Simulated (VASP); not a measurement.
# EuO (u2k) (Fm-3m) in VASP: a series of runs

Runs on EuO (u2k). Level: PBE+U. Tasks: single point.

Program: VASP 6.6.1. These are calculated values, not measurements. Logs are shortened: lines on timing, memory, paths and dates and some standing lists are left out, and cuts for length are marked.

**Experimental background.**

A printed reference work, monograph reports, for a bulk crystal of EuO at 300 K: band gap 1.115 eV (optical).

The runs below are set against these values where they give the same quantity.

## (1) Starting point

It takes space group Fm-3m (No. 225, cubic). The conventional cell has a = 5.144 Å, b = 5.144 Å, c = 5.144 Å, α = 90.00°, β = 90.00°, γ = 90.00°. Around Eu (site symmetry m-3m) lie 6 O at 2.57 Å. O (site symmetry m-3m) has 6 Eu at 2.57 Å as nearest neighbours.

## (2) Single point, PBE+U, collinear spin, typed start

INCAR

```
SYSTEM = EuO
ALGO     = Normal         ! electronic algorithm
EDIFF    = 1E-6           ! SCF threshold, eV
ENCUT    = 520            ! plane-wave cutoff, eV
GGA      = PE             ! functional
ISIF     = 2              ! what is computed and relaxed
ISMEAR   = 0              ! smearing method
ISPIN    = 2              ! spin polarisation
LASPH    = .TRUE.         ! aspherical terms in the spheres
LCHARG   = .FALSE.        ! write CHGCAR
LDAU     = .TRUE.         ! DFT+U
LDAUJ    = 0 0          
LDAUL    = 3 -1           ! shell
LDAUPRINT= 1            
LDAUTYPE = 2            
LDAUU    = 6 0            ! U, eV
LMAXMIX  = 6              ! l up to which the mixer works
LORBIT   = 11             ! projections on sites
LREAL    = .FALSE.        ! projectors in reciprocal space
LWAVE    = .FALSE.        ! write WAVECAR
MAGMOM   = 7 0            ! initial moments
NBANDS   = 22             ! bands
NELM     = 150            ! most SCF steps
PREC     = Accurate       ! precision mode
SIGMA    = 0.1            ! smearing width, eV
```

KPOINTS

```
k-points
0
G
  6 6 6
  0 0 0
```

POSCAR

```
EuO
1.0
    0.0000000000      2.5719500000      2.5719500000
    2.5719500000      0.0000000000      2.5719500000
    2.5719500000      2.5719500000      0.0000000000
Eu O
1 1
Direct
    0.0000000000      0.0000000000      0.0000000000
    0.5000000000      0.5000000000      0.5000000000
```

Potentials or basis: VASP PAW PBE potentials, release 64 (Eu, O).

Started as:

```console
$ cat potpaw_PBE.64/Eu/POTCAR potpaw_PBE.64/O/POTCAR > POTCAR
$ mpirun -np 1 vasp_std > vasp.out
```

OUTCAR:

```text
SYSTEM = EuO
   EDIFF = 1E-6
   ENCUT = 520
   GGA = PE
   ISIF = 2
   ISMEAR = 0
   ISPIN = 2
   LASPH = .TRUE.
   LORBIT = 11
   LREAL = .FALSE.
   NELM = 150
   PREC = Accurate

 ion  position               nearest neighbor table
   1  0.000  0.000  0.000-   2 2.57   2 2.57   2 2.57   2 2.57   2 2.57   2 2.57
   2  0.500  0.500  0.500-   1 2.57   1 2.57   1 2.57   1 2.57   1 2.57   1 2.57

  LATTYP: Found a face centered cubic cell.
 ALAT       =     5.1439000000

  Lattice vectors:

 A1 = (   0.0000000000,   2.5719500000,   2.5719500000)
 A2 = (   2.5719500000,   0.0000000000,   2.5719500000)
 A3 = (   2.5719500000,   2.5719500000,   0.0000000000)

Analysis of symmetry for initial positions (statically):
=====================================================================
 Subroutine PRICEL returns:
 Original cell was already a primitive cell.

 Routine SETGRP: Setting up the symmetry group for a
 face centered cubic supercell.

 Subroutine GETGRP returns: Found 48 space group operations
 (whereof 48 operations were pure point group operations)
 out of a pool of 48 trial point group operations.

The static configuration has the point symmetry O_h .

Analysis of symmetry for dynamics (positions and initial velocities):
=====================================================================
 Subroutine PRICEL returns:
 Original cell was already a primitive cell.

 Routine SETGRP: Setting up the symmetry group for a
 face centered cubic supercell.

 Subroutine GETGRP returns: Found 48 space group operations
 (whereof 48 operations were pure point group operations)
 out of a pool of 48 trial point group operations.

The dynamic configuration has the point symmetry O_h .

Analysis of structural, dynamic, and magnetic symmetry:
=====================================================================
 Subroutine PRICEL returns:
 Original cell was already a primitive cell.

 Routine SETGRP: Setting up the symmetry group for a
 face centered cubic supercell.

 Subroutine GETGRP returns: Found 48 space group operations
 (whereof 48 operations were pure point group operations)
 out of a pool of 48 trial point group operations.

The overall configuration has the point symmetry O_h .

 Subroutine INISYM returns: Found 48 space group operations
 (whereof 48 operations are pure point group operations),
 and found     1 'primitive' translations

----------------------------------------------------------------------------------------

                                     Primitive cell

  volume of cell :      34.0265

  direct lattice vectors                    reciprocal lattice vectors
     0.000000000  2.571950000  2.571950000    -0.194405023  0.194405023  0.194405023
     2.571950000  0.000000000  2.571950000     0.194405023 -0.194405023  0.194405023
     2.571950000  2.571950000  0.000000000     0.194405023  0.194405023 -0.194405023

  length of vectors
[... 119 lines left out ...]
spin component  1

  0.9732 -0.0000 -0.0018 -0.0000  0.0000  0.0000 -0.0000
 -0.0000  0.9630 -0.0000  0.0000  0.0000 -0.0000  0.0000
 -0.0018 -0.0000  0.9741  0.0000 -0.0000  0.0000  0.0000
 -0.0000  0.0000  0.0000  0.9717 -0.0000 -0.0000 -0.0000
  0.0000  0.0000 -0.0000 -0.0000  0.9741 -0.0000  0.0018
  0.0000 -0.0000  0.0000 -0.0000 -0.0000  0.9756 -0.0000
 -0.0000  0.0000  0.0000 -0.0000  0.0018 -0.0000  0.9732

spin component  2

  0.0033  0.0000  0.0016 -0.0000  0.0000 -0.0000  0.0000
  0.0000  0.0000  0.0000  0.0000 -0.0000 -0.0000  0.0000
  0.0016  0.0000  0.0025  0.0000 -0.0000  0.0000 -0.0000
 -0.0000  0.0000  0.0000  0.0045  0.0000 -0.0000 -0.0000
  0.0000 -0.0000 -0.0000  0.0000  0.0025 -0.0000 -0.0016
 -0.0000 -0.0000  0.0000 -0.0000 -0.0000  0.0013 -0.0000
  0.0000  0.0000 -0.0000 -0.0000 -0.0016 -0.0000  0.0033

 occupancies and eigenvectors

  o =  0.0000  v =  0.0000  0.0000  0.0000  0.0000  0.0000  0.0000  0.0000  0.0000  1.0000 -0.0000 -0.0000 -0.0000  0.0000 -0.0000      0.0000  0.0000  0.0000  0.0000  0.0000  0.0000  0.0000  0.0000  0.0000  0.0000  0.0000  0.0000  0.0000  0.0000
  o =  0.0013  v =  0.0000  0.0000  0.0000  0.0000  0.0000  0.0000  0.0000 -0.0003  0.0000  0.0004 -0.0000 -0.0011 -1.0000 -0.0009      0.0000  0.0000  0.0000  0.0000  0.0000  0.0000  0.0000  0.0000  0.0000  0.0000  0.0000  0.0000  0.0000  0.0000
  o =  0.0013  v =  0.0000  0.0000  0.0000  0.0000  0.0000  0.0000  0.0000 -0.6124  0.0000  0.7906 -0.0000  0.0024  0.0005  0.0018      0.0000  0.0000  0.0000  0.0000  0.0000  0.0000  0.0000  0.0000  0.0000  0.0000  0.0000  0.0000  0.0000  0.0000
  o =  0.0013  v =  0.0000  0.0000  0.0000  0.0000  0.0000  0.0000  0.0000 -0.0018 -0.0000  0.0024 -0.0000 -0.7906  0.0014 -0.6124      0.0000  0.0000  0.0000  0.0000  0.0000  0.0000  0.0000  0.0000  0.0000  0.0000  0.0000  0.0000  0.0000  0.0000
  o =  0.0045  v =  0.0000  0.0000  0.0000  0.0000  0.0000  0.0000  0.0000  0.0003  0.0000  0.0003  1.0000 -0.0008 -0.0000  0.0011      0.0000  0.0000  0.0000  0.0000  0.0000  0.0000  0.0000  0.0000  0.0000  0.0000  0.0000  0.0000  0.0000  0.0000
  o =  0.0045  v =  0.0000  0.0000  0.0000  0.0000  0.0000  0.0000  0.0000 -0.7906 -0.0000 -0.6124  0.0004  0.0001 -0.0000 -0.0001      0.0000  0.0000  0.0000  0.0000  0.0000  0.0000  0.0000  0.0000  0.0000  0.0000  0.0000  0.0000  0.0000  0.0000
  o =  0.0045  v =  0.0000  0.0000  0.0000  0.0000  0.0000  0.0000  0.0000  0.0001 -0.0000  0.0001  0.0013  0.6124 -0.0000 -0.7906      0.0000  0.0000  0.0000  0.0000  0.0000  0.0000  0.0000  0.0000  0.0000  0.0000  0.0000  0.0000  0.0000  0.0000
  o =  0.9630  v =  0.0000  1.0000 -0.0000 -0.0000 -0.0000  0.0000 -0.0000  0.0000  0.0000  0.0000  0.0000  0.0000  0.0000  0.0000      0.0000  0.0000  0.0000  0.0000  0.0000  0.0000  0.0000  0.0000  0.0000  0.0000  0.0000  0.0000  0.0000  0.0000
  o =  0.9717  v = -0.0041  0.0000 -0.0032  1.0000  0.0046  0.0000 -0.0060  0.0000  0.0000  0.0000  0.0000  0.0000  0.0000  0.0000      0.0000  0.0000  0.0000  0.0000  0.0000  0.0000  0.0000  0.0000  0.0000  0.0000  0.0000  0.0000  0.0000  0.0000
  o =  0.9717  v =  0.7906  0.0000  0.6124  0.0052 -0.0008  0.0000  0.0010  0.0000  0.0000  0.0000  0.0000  0.0000  0.0000  0.0000      0.0000  0.0000  0.0000  0.0000  0.0000  0.0000  0.0000  0.0000  0.0000  0.0000  0.0000  0.0000  0.0000  0.0000
  o =  0.9717  v = -0.0010  0.0000 -0.0008  0.0076 -0.6124 -0.0000  0.7905  0.0000  0.0000  0.0000  0.0000  0.0000  0.0000  0.0000      0.0000  0.0000  0.0000  0.0000  0.0000  0.0000  0.0000  0.0000  0.0000  0.0000  0.0000  0.0000  0.0000  0.0000
  o =  0.9756  v = -0.0003  0.0000  0.0004  0.0000 -0.0609 -0.9970 -0.0471  0.0000  0.0000  0.0000  0.0000  0.0000  0.0000  0.0000      0.0000  0.0000  0.0000  0.0000  0.0000  0.0000  0.0000  0.0000  0.0000  0.0000  0.0000  0.0000  0.0000  0.0000
  o =  0.9756  v = -0.6124  0.0000  0.7906  0.0000 -0.0009  0.0005 -0.0007  0.0000  0.0000  0.0000  0.0000  0.0000  0.0000  0.0000      0.0000  0.0000  0.0000  0.0000  0.0000  0.0000  0.0000  0.0000  0.0000  0.0000  0.0000  0.0000  0.0000  0.0000
  o =  0.9756  v =  0.0007 -0.0000 -0.0010 -0.0000 -0.7882  0.0770 -0.6106  0.0000  0.0000  0.0000  0.0000  0.0000  0.0000  0.0000      0.0000  0.0000  0.0000  0.0000  0.0000  0.0000  0.0000  0.0000  0.0000  0.0000  0.0000  0.0000  0.0000  0.0000

 number of electron      22.9999993 magnetization       6.9999994

 Free energy of the ion-electron system (eV)
  ---------------------------------------------------
  ext. energy  EPLUGINS =         0.00000000
  ---------------------------------------------------
  free energy    TOTEN  =       -21.12882505 eV

  energy without entropy =      -21.12760971  energy(sigma->0) =      -21.12821738

 E-fermi :   3.6587     XC(G=0): -10.7584

 val. band max:        3.6519205460   @ k =   0.0000   0.0000   0.0000
 cond. band min:       4.2899645848   @ k =   0.3333   0.3333   0.0000
 fundamental gap:      0.6380440389
 Fermi energy:         3.6586830486

 spin component 1

 k-point     1 :       0.0000    0.0000    0.0000
  band No.  band energies     occupation
      1     -36.0283      1.00000
      2     -14.5981      1.00000
      3     -14.5981      1.00000
      4     -14.5981      1.00000
      5     -13.9717      1.00000
      6       0.6533      1.00000
[... 389 lines left out ...]
     21      13.6548      0.00000
     22      14.5055      0.00000
 Fermi energy:         3.6586830486

 spin component 2

 k-point     1 :       0.0000    0.0000    0.0000
  band No.  band energies     occupation
      1     -32.9247      1.00000
      2     -14.0578      1.00000
      3     -12.2758      1.00000
      4     -12.2758      1.00000
      5     -12.2758      1.00000
      6       1.0450      1.00000
[... 389 lines left out ...]
     21      15.3341      0.00000
     22      16.2331      0.00000

------------------------ aborting loop because EDIFF is reached ----------------------------------------

  FORCE on cell =-STRESS in cart. coord.  units (eV):
  Direction    XX          YY          ZZ          XY          YZ          ZX
  --------------------------------------------------------------------------------------
  -------------------------------------------------------------------------------------
  Total        0.2468746      0.2468746      0.2468746      0.0000000      0.0000000      0.0000000
  in kB       11.6243680     11.6243680     11.6243680      0.0000000      0.0000000      0.0000000
  external PRESSURE =      11.6243680 kB  Pullay stress =       0.0000000 kB

 VOLUME and BASIS-vectors are now :
 -----------------------------------------------------------------------------
  energy-cutoff  :      520.00
  volume of cell :       34.03
      direct lattice vectors                 reciprocal lattice vectors
     0.000000000  2.571950000  2.571950000    -0.194405023  0.194405023  0.194405023
     2.571950000  0.000000000  2.571950000     0.194405023 -0.194405023  0.194405023
     2.571950000  2.571950000  0.000000000     0.194405023  0.194405023 -0.194405023

 POSITION                                       TOTAL-FORCE (eV/Angst)
 -----------------------------------------------------------------------------------
      0.00000      0.00000      0.00000         0.000000      0.000000      0.000000
      2.57195      2.57195      2.57195        -0.000000     -0.000000     -0.000000
 -----------------------------------------------------------------------------------
    total drift:                                0.000000      0.000000      0.000000

  FREE ENERGIE OF THE ION-ELECTRON SYSTEM (eV)
  ---------------------------------------------------
  free  energy   TOTEN  =       -21.1288250526 eV

  energy  without entropy=      -21.1276097131  energy(sigma->0) =      -21.12821738

 total charge

# of ion       s       p       d       f       tot
--------------------------------------------------
    1        2.033   5.802   0.305   6.814  14.953
    2        1.555   3.406   0.000   0.000   4.961
--------------------------------------------------
tot          3.587   9.208   0.305   6.814  19.914

 magnetization (x)

# of ion       s       p       d       f       tot
--------------------------------------------------
    1       -0.014  -0.114   0.072   6.780   6.725
    2       -0.005  -0.090   0.000   0.000  -0.094
--------------------------------------------------
tot         -0.019  -0.203   0.072   6.780   6.630
```

Run time: 32 s. Hardware: 1 thread of Intel Xeon Platinum 8488C (Sapphire Rapids), shared host; peak memory 0.19 GiB.

Results:

```
Free energy                                           : -21.1288 eV
Pressure                                              : 1.2 GPa
Band gap on the k mesh                                : none (metal or under the smearing width)
Net moment                                            : 7.00 μB per cell
Site moments                                          : Eu +6.72; O -0.09 μB
Valence electrons inside the program's atomic spheres : Eu 14.95; O 4.96
```

Eigenvalues of the final occupation matrices:
```csv
site,spin,trace,eigenvalues
site 1 f,1,6.80,0.96 0.97 0.97 0.97 0.98 0.98 0.98
site 1 f,2,0.02,0.00 0.00 0.00 0.00 0.00 0.00 0.00
```

Caveat: spin-orbit coupling is left out, which moves the levels of the heavy elements; a cell with one magnetic atom can't hold antiferromagnetic order, which such compounds often take. The state reached can hang on the start; a lower one may exist.

## (3) Single point, PBE+U, collinear spin, typed start

This run uses another cell than the first one, of 17.34 Å³/atom, 1.019 times its volume.

INCAR

```
SYSTEM = EuO
  PREC = Accurate
  ENCUT = 520
  EDIFF = 1E-7
  ISMEAR = 0
  SIGMA = 0.01
  LREAL = .False.
  LASPH = .True.
  NELM = 150
  ALGO = Normal
  ISIF = 2
  LWAVE = .False.
  LCHARG = .False.
  ISPIN = 2
  MAGMOM = 7.43 0
  LORBIT = 11
  LMAXMIX = 6
  LDAU = .True.
  LDAUTYPE = 2
  LDAUL = 3 -1
  LDAUU = 6 0
  LDAUJ = 0 0
  LDAUPRINT = 1
  GGA = PE
  NBANDS = 22
```

KPOINTS

```
Automatic mesh
0
Gamma
  16 16 16
  0 0 0
```

POSCAR

```
EuO
1.0
    0.0000000000      2.5881549098      2.5881549098
    2.5881549098      0.0000000000      2.5881549098
    2.5881549098      2.5881549098      0.0000000000
Eu O
1 1
Direct
    0.0000000000      0.0000000000      0.0000000000
    0.5000000000      0.5000000000      0.5000000000
```

Potentials or basis: VASP PAW PBE potentials, release 64 (Eu, O).

Started as:

```console
$ cat potpaw_PBE.64/Eu/POTCAR potpaw_PBE.64/O/POTCAR > POTCAR
$ mpirun -np 1 vasp_std > vasp.out
```

It took 5 min on 1 thread of Intel Xeon Platinum 8488C (Sapphire Rapids), shared host; peak memory 0.32 GiB.

It converged, with:

```yaml
Free_energy: -21.1325 eV
Pressure: -0.4 GPa
Band_gap_on_the_k_mesh: 0.06 eV, indirect (least direct gap 0.23 eV)
Net_moment: 7.00 μB per cell
Site_moments: Eu +6.73; O -0.09 μB
Valence_electrons_inside_the_program's_atomic_spheres: Eu 14.95; O 4.95
```

Levels at points of the mesh, in eV from the valence-band top:
Spin up:
```tsv
k point	band 13	band 14	band 15	band 16	band 17	band 18
(0.00, 0.00, 0.00)	0.00	0.00	0.00	0.85	2.97	2.97
(0.50, 0.00, 0.00)	-0.52	-0.48	-0.47	3.51	5.64	5.64
(0.50, 0.50, 0.00)	-0.48	-0.16	-0.16	0.06	4.61	7.01
```
Spin down:
| k point | band 5 | band 6 | band 7 | band 8 | band 9 | band 10 | band 11 | band 12 |
| --- | --- | --- | --- | --- | --- | --- | --- | --- |
| (0.00, 0.00, 0.00) | -15.93 | -2.54 | -2.54 | -2.54 | 1.62 | 3.92 | 3.92 | 3.92 |
| (0.50, 0.00, 0.00) | -14.98 | -4.60 | -3.66 | -3.66 | 4.13 | 6.32 | 6.67 | 6.67 |
| (0.50, 0.50, 0.00) | -16.36 | -2.66 | -2.52 | -2.52 | 0.91 | 5.48 | 7.78 | 8.25 |

Eigenvalues of the final occupation matrices:
| site | spin | trace | eigenvalues |
| --- | --- | --- | --- |
| site 1 f | 1 | 6.81 | 0.96 0.97 0.97 0.97 0.98 0.98 0.98 |
| site 1 f | 2 | 0.02 | 0.00 0.00 0.00 0.00 0.00 0.00 0.00 |

Caveat: spin-orbit coupling is left out, which moves the levels of the heavy elements; a cell with one magnetic atom can't hold antiferromagnetic order, which such compounds often take. The state reached can hang on the start; a lower one may exist.

## (4) Against experiment

Step 2. Against the measured gap of EuO, 1.115 eV (optical; 300 K; a printed reference work, monograph), the calculated 0.00 eV is off by -1.11 eV. So large a miss can be the level of theory's own, or it may mean another phase, state or a wrong row. Spin-orbit coupling on Eu is left out. The value is that of PBE+U on a finite k mesh, which can miss the band edges, without temperature or zero-point motion. The run's magnetic order (collinear spin, typed start) needn't be the measured crystal's.
